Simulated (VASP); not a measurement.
Write the native input for VASP 6.6.1 that does the following.

```yaml
Task: band structure
Functional: PBEsol
Potentials_or_basis: VASP PAW PBE potentials, release 64 (Hf_pv, O)
Cutoff: 520 eV
k_mesh: 5 × 5 × 6
Occupations: fermi-dirac, width 0.05 eV
Spin: spin-orbit coupling, no magnetisation
Further_INCAR_settings: ALGO = Normal; EDIFF = 1e-06; NBANDS = 60
```

The system is HfO2.

```
CELL_PARAMETERS angstrom
4.81353 0.00000 0.00000
0.00000 4.81353 0.00000
0.00000 0.00000 3.20542
ATOMIC_POSITIONS crystal
Hf 0.50000 0.50000 0.50000
Hf 0.00000 0.00000 0.00000
O 0.80504 0.19496 0.50000
O 0.69496 0.69496 0.00000
O 0.30504 0.30504 0.00000
O 0.19496 0.80504 0.50000
```

Measurements of this composition are mostly on another form, of space group No. 14.

These files were run (other wordings do the same):

POSCAR

```
HfO2
1.0
    4.8135329900      0.0000000000      0.0000000000
    0.0000000000      4.8135329900      0.0000000000
    0.0000000000      0.0000000000      3.2054154100
Hf O
2 4
Direct
    0.5000000000      0.5000000000      0.5000000000
    0.0000000000      0.0000000000      0.0000000000
    0.8050448800      0.1949551200      0.5000000000
    0.6949551200      0.6949551200      0.0000000000
    0.3050448800      0.3050448800      0.0000000000
    0.1949551200      0.8050448800      0.5000000000
```

INCAR.step1

```
SYSTEM = HfO2
  PREC = Accurate
  ENCUT = 520
  EDIFF = 1E-6
  ISMEAR = -1
  SIGMA = 0.05
  LREAL = .FALSE.
  LASPH = .TRUE.
  NELM = 60
  ALGO = Normal
  ISIF = 2
  LWAVE = .FALSE.
  LCHARG = .TRUE.
  MAGMOM = 0 0 0 0 0 0 0 0 0 0 0 0 0 0 0 0 0 0
  LORBIT = 11
  LSORBIT = .TRUE.
  GGA_COMPAT = .FALSE.
  LMAXMIX = 4
  GGA = PS
  NBANDS = 60
```

KPOINTS.step1

```
regular mesh
0
G
  5 5 6
  0 0 0
```

INCAR.step2

```
SYSTEM = HfO2
  PREC = Accurate
  ENCUT = 520
  EDIFF = 1E-6
  ISMEAR = 0
  SIGMA = 0.05
  LREAL = .FALSE.
  LASPH = .TRUE.
  NELM = 60
  ALGO = Normal
  ISIF = 2
  LWAVE = .FALSE.
  LCHARG = .FALSE.
  MAGMOM = 0 0 0 0 0 0 0 0 0 0 0 0 0 0 0 0 0 0
  LORBIT = 11
  LSORBIT = .TRUE.
  GGA_COMPAT = .FALSE.
  LMAXMIX = 4
  GGA = PS
  NBANDS = 60
  ICHARG = 11
```

KPOINTS.step2

```
path GXMGZRAZ,XR,MA
10
line-mode
reciprocal
 0.0000000000  0.0000000000  0.0000000000  G
 0.0000000000  0.5000000000  0.0000000000  X

 0.0000000000  0.5000000000  0.0000000000  X
 0.5000000000  0.5000000000  0.0000000000  M

 0.5000000000  0.5000000000  0.0000000000  M
 0.0000000000  0.0000000000  0.0000000000  G

 0.0000000000  0.0000000000  0.0000000000  G
 0.0000000000  0.0000000000  0.5000000000  Z

 0.0000000000  0.0000000000  0.5000000000  Z
 0.0000000000  0.5000000000  0.5000000000  R

 0.0000000000  0.5000000000  0.5000000000  R
 0.5000000000  0.5000000000  0.5000000000  A

 0.5000000000  0.5000000000  0.5000000000  A
 0.0000000000  0.0000000000  0.5000000000  Z

 0.0000000000  0.5000000000  0.0000000000  X
 0.0000000000  0.5000000000  0.5000000000  R

 0.5000000000  0.5000000000  0.0000000000  M
 0.5000000000  0.5000000000  0.5000000000  A
```

Potentials or basis: VASP PAW PBE potentials, release 64 (Hf_pv, O).

The run is started by

```console
$ cat potpaw_PBE.64/Hf_pv/POTCAR potpaw_PBE.64/O/POTCAR > POTCAR
$ cp INCAR.step1 INCAR
$ cp KPOINTS.step1 KPOINTS
$ mpirun -np 1 vasp_ncl > vasp.out
$ cp INCAR.step2 INCAR
$ cp KPOINTS.step2 KPOINTS
$ mpirun -np 1 vasp_ncl > vasp.out
```

It took 4.2 min on 1 thread of AMD EPYC 9R45 96-Core Processor (Zen 5), with other jobs on the host, peak memory 0.61 GiB.
